The row at 3.25 eV looks wrong. It lies near the top of the empty bands that a chemist would assign to the 4d shell of molybdenum, yet it holds more Te 5p than Mo 4d, 2.93 against 2.25 states per eV and cell. Two electronvolts lower, at 1.25 eV, Mo 4d makes up 76 % of the density. Both rows are sound. The ionic formula gives the number of bands correctly, but it is a poor guide to what the bands are made of.

Density of states of a MoTe2 layer (P2_1/m, 6 atoms per cell, a = 6.368, b = 3.468 Å) from Ansatz 0.2.0 with r2SCAN, scalar-relativistic plane-wave PAW, no spin polarisation and a 500 eV cutoff. The k mesh is 6×10×1 with 0.1 eV Gaussian smearing, then 9×15×2 with tetrahedra for the states. Energies count from the Fermi level, in 0.2 eV bins; Löwdin projections are summed over sites.

```tsv
energy (eV)	density of states total (states/eV/cell)	DOS Te 5p (states/eV/cell)	DOS Mo 4d (states/eV/cell)	DOS Mo 5s (states/eV/cell)	DOS Te 5s (states/eV/cell)
-7.95	0.000	0	0	0	0
-7.55	0.000	0	0	0	0
-7.15	0.000	0	0	0	0
-6.75	0.000	0	0	0	0
-6.35	0.000	0	0	0	0
-5.95	0.750	0.5	0.16	0.07	0.01
-5.55	2.140	1.38	0.46	0.2	0.06
-5.15	3.760	2.34	0.86	0.32	0.17
-4.75	6.870	4.57	1.86	0.16	0.17
-4.35	3.240	2.1	0.81	0.13	0.14
-3.95	6.220	3.82	1.76	0.19	0.34
-3.55	5.160	2.96	1.69	0.1	0.33
-3.15	7.890	5.2	2.17	0.09	0.29
-2.75	4.520	2.5	1.81	0.02	0.1
-2.35	5.570	3.04	2.3	0.03	0.09
-1.95	9.050	5.21	3.53	0.05	0.09
-1.55	6.630	2.86	3.53	0.05	0.09
-1.15	5.690	2.56	2.9	0.04	0.07
-0.75	4.280	2.52	1.63	0	0.05
-0.35	0.790	0.38	0.39	0	0.01
0.05	1.020	0.52	0.46	0.01	0
0.45	3.180	1.34	1.74	0.02	0.02
0.85	2.370	0.8	1.5	0.01	0.02
1.25	4.630	0.98	3.5	0.02	0.03
1.65	6.620	2.26	3.94	0.07	0.11
2.05	6.580	2.48	3.56	0.08	0.18
2.45	5.360	2.26	2.55	0.06	0.2
2.85	2.600	1.33	1.03	0.01	0.09
3.25	5.650	2.93	2.25	0.06	0.12
3.65	1.800	0.84	0.75	0.03	0.08
4.05	0.000	0	0	0	0
4.45	0.830	0.05	0.02	0.08	0.04
4.85	3.390	0.12	0.06	0.3	0.05
```

### The count behind the table

The cell holds a single layer with vacuum above and below it. Each of the four Te atoms brings three 5p orbitals and each of the two Mo atoms five 4d orbitals, so 22 bands are due. If tellurium fills its 5p shell, every Mo atom keeps two d electrons, and 14 bands are full. The other eight offer room for 16 electrons. The ten rows from 0.05 to 3.65 eV, each taken to stand for a strip of 0.4 eV, add up to 15.9 states.

The filled rows give 29 states where 28 are due. Each row averages over only half of the strip that it stands for, so an error of this size is no surprise.

### From −5.95 to −3.15 eV: tellurium with a metal admixture

The rows from −7.95 to −6.35 eV are empty because they fall between these bands and the deeper ones of Te 5s. At the bottom of the listed bands Te 5p leads, and Mo 4d supplies between a fifth and a quarter of the density up to −5.15 eV. Mo 5s adds 9 % at −5.55 eV but less than 1 % at −1.55 eV. This is what bonding does. Orbitals on neighbouring atoms combine in phase into a lower state and out of phase into a higher one. The lower state holds more of the orbital that started lower, here Te 5p, and the higher state more of the other.

How unequal the shares are depends on the distance between the starting levels compared with the coupling. Coupling spreads the weight of an orbital over energy but leaves its centre in place, as long as all the weight is counted. In the listed bands the centres of Mo 4d and Te 5p lie only 1.1 eV apart, while those of the filled and the empty bands are 4.9 eV apart. So the distance between filled and empty bands owes more to coupling, between like atoms as well as unlike ones, than to the difference between the elements. With starting levels this close, molybdenum and tellurium are expected to mix strongly. The smaller distance is a rough guide, because some weight lies outside these rows, partly in the deep Te 5s bands.

The row at −4.35 eV breaks the run: its total is about half that of either neighbour. Its composition hardly changes, however, with a Mo 4d share of 25 % between 27 % and 28 %. There are fewer states here, but they are of the same kind. In a two-dimensional layer the density jumps at band edges and peaks where a band runs flat at a saddle point, so such dips are normal. The dips of the total at −3.55, −2.75, 0.85 and 2.85 eV can have the same cause, even where the composition changes more, though the table doesn't show which band causes which step.

### From −2.75 to −0.75 eV: the two d electrons appear

Towards the top of the filled states the Mo 4d share grows, with a small step back at −1.95 eV, and reaches 53 % at −1.55 eV. The two filled bands that hold the d electrons of molybdenum are expected here, overlapping with the upper Te 5p bands.

At −0.75 eV the share falls back to 38 %, although this row lies closer to the empty Mo 4d bands. Closeness to those bands therefore doesn't set the share. A Te 5p combination that couples less with Mo 4d is pushed down less, and it lies higher still if it is out of phase between neighbouring Te atoms. Such combinations probably form much of this row, but the projections carry no phases that could confirm it.

### −0.35 and 0.05 eV: a valley, not a gap

At −0.35 eV the density is less than a fifth of that at −0.75 eV, and at 0.05 eV it is about a third of that at 0.45 eV. The valley sits where the count puts the border between the fourteenth and the fifteenth band. Each Mo atom has eight close neighbours, which fits six Te atoms in a distorted octahedron and two Mo atoms. Bonding between close Mo atoms lowers the filled d bands and raises their empty partners, which is a likely reason for the valley. A calculation of the undistorted layer, which would test it, is not at hand.

The valley doesn't reach zero because the highest filled band rises above the bottom of the next one elsewhere in k space, by 0.14 eV in this run. The layer is therefore a semimetal at this level of theory. That result is delicate: spin-orbit coupling is absent, the geometry was not relaxed with this functional, and functionals of this type often exaggerate such an overlap. Whether a small gap would open remains undecided.

For a device the overlap matters more than the depth of the valley. A strong gate charge of 10¹³ electrons per cm² is 0.001 per Å², or 0.001 × 6.368 × 3.468 = 0.022 electrons per cell. Divided by the computed density at the Fermi level, 1.08 states per eV and cell, this shifts the Fermi level by about 0.02 eV if the bands stay rigid. The gate then finds no gap in which to switch the current off. As long as the layer stays semimetallic, it suits a contact better than the channel of a transistor. This doesn't carry over to the form of MoTe2 with prismatic metal sites, which is a semiconductor.

### From 0.45 to 3.65 eV: molybdenum first, then tellurium again

Above the valley the Mo 4d share climbs to its highest value in the table at 1.25 eV and then declines to 40 % at 2.85 and 3.25 eV. The climb is the less clear part. The row at 0.05 eV also holds the top of the highest filled band, but for those at 0.45 and 0.85 eV the table doesn't show which bands bring in the tellurium. For the decline the octahedron offers a reason. Three of the five d orbitals of each Mo atom point between the Te neighbours and overlap weakly with them. The other two point at the Te atoms, couple strongly, and are pushed up with a large Te 5p admixture.

The count is compatible with this order. Of the six weakly coupled d bands in the cell two are filled, which leaves eight empty states, and the four strongly coupled bands hold eight more. A cut after the row at 1.65 eV, chosen because it comes closest to this division, leaves 7.1 states below and 8.8 above, with Mo 4d shares of 63 % and 46 %. No gap separates the two groups, and the projections don't resolve single d orbitals, so the assignment rests on theory.

How far has the mixing gone? Two limits without adjustable constants enclose the answer for the ten rows of the empty bands:

- Without mixing, these bands would contain no Te 5p.
- With even mixing, the 24 Te 5p states of the cell would be spread over all 44 states of the 22 bands, and the 16 empty states would hold 24 × 16/44 = 8.7 of them.
- The column DOS Te 5p adds up to 15.74 over these rows, which gives 15.74 × 0.4 = 6.3 states.

The computed weight is 72 % of the even-mixing limit, so these bands are closer to a full blend than to the ionic picture. The same exchange puts Mo 4d into the filled bands, about 10 states instead of the formal four. "Two d electrons" thus describes which bands are filled, not how much charge sits in the d shell.

Even mixing gives the amount only roughly, and it misses the place. It would set the Mo 4d share to 20/44, or 45 %, in every row, whereas the real share is 23 % at −5.15 eV and 76 % at 1.25 eV. Without mixing, each band would belong to one element alone, so the variation in itself is no sign of bonding. It shows where mixing is incomplete: molybdenum is scarce in the lowest states and most abundant in the d bands that are expected to overlap least with tellurium.

The row at 3.25 eV needs a further reason, and so does its neighbour at 2.85 eV. Two coupled levels with tellurium below would leave less than half of the upper state to tellurium, yet Te 5p supplies 52 % and 51 % in these rows. The likely reason is again that Te 5p is a spread of levels. A combination that Te–Te coupling has already raised to the height of the Mo 4d level, or above it, can take half of the upper state or more.

### From 4.05 eV upwards: states outside the listed shells

The row at 4.05 eV is empty, which closes the set of 22 bands. The density that returns at 4.45 and 4.85 eV is of another kind. The listed shells account for only 23 % and 16 % of it, against 94 % at 3.65 eV. Mo 5s is the largest of these small parts, but the bulk of the density belongs to none of the listed shells. It probably spreads into the vacuum beside the layer, and its height would then depend on how much vacuum the cell contains. The run also warns that the exchange-correlation potential is rough where the density is thin, so these two rows are the least certain of the table.

The printed output below lists the sums, shares and centres used here.

Printed output of the fit:

```
Filled states from the rows, formal count 28 (per cell): 29.02
Empty states up to 3.65 eV from the rows, formal count 16 (per cell): 15.92
Te 5p weight in the empty bands, unmixed limit 0 (states per cell): 6.296
Te 5p weight in the empty bands if mixing were even (states per cell): 8.727
Computed Te 5p weight as part of the even-mixing limit (%): 72.14
Mo 4d weight in the filled bands, unmixed limit 4 (states per cell): 10.34
Te 5p weight found in all listed bands, full set 24 (states per cell): 23.07
Mo 4d weight found in all listed bands, full set 20 (states per cell): 18.86
Mo 4d population by Loewdin, deep bands included (electrons per cell): 10.81
Centres of Te 5p and Mo 4d weight in the listed bands, then Mo less Te (eV): -1.661, -0.5945, 1.067
Centres of filled and empty bands, then their distance (eV): -2.944, 1.989, 4.933
Mo 4d share at -5.15, -1.55, -0.75, 1.25, 3.25 eV (%): 22.87, 53.24, 38.08, 75.59, 39.82
Mo 4d share at -4.75, -4.35, -3.95 eV, around a dip (%): 27.07, 25, 28.3
States at 0.05 to 1.65 eV and at 2.05 to 3.65 eV (per cell): 7.128, 8.796
Mo 4d share of these two groups (%): 62.51, 46.11
Density at -0.35 eV over that at -0.75 eV, and at 0.05 eV over that at 0.45 eV (ratio): 0.1846, 0.3208
Mo 5s share at -5.55 and -1.55 eV (%): 9.346, 0.7541
Part caught by the four main projections at 3.65, 4.45, 4.85 eV (%): 94.44, 22.89, 15.63
Fermi-level shift for 10^13 electrons per square cm, rigid bands (meV): 20.37
```
